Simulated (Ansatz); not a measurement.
The system is Au.

```
Au
1.0
     0.00000    2.03500    2.03500
     2.03500    0.00000    2.03500
     2.03500    2.03500    0.00000
Au
1
Cartesian
  0.0000 0.0000 0.0000
```

Base run:

| Property | Result |
| --- | --- |
| Program | Ansatz 0.2.0 |
| Functional | PBE |
| Potentials or basis | all-electron LAPW, relativistic spinors |
| Cutoff | 249 eV (chosen from the basis error) |
| Basis error allowed | 0.001 eV/atom |
| k mesh | 8 × 8 × 8 |
| Occupations | fermi-dirac, width 0.05 eV |
| Spin | spin-orbit coupling, no magnetisation |

Its results: pressure 10.4 GPa.

Question: The run is repeated on the same cell with these changes: functional from PBE to LDA. What comes out?

Answer: Pressure -3.4 GPa.

LDA binds more tightly than PBE, so the same cell stands under less pressure.

Caveats: the k mesh is thin for a metal, which can move the energy by tens of meV per atom.
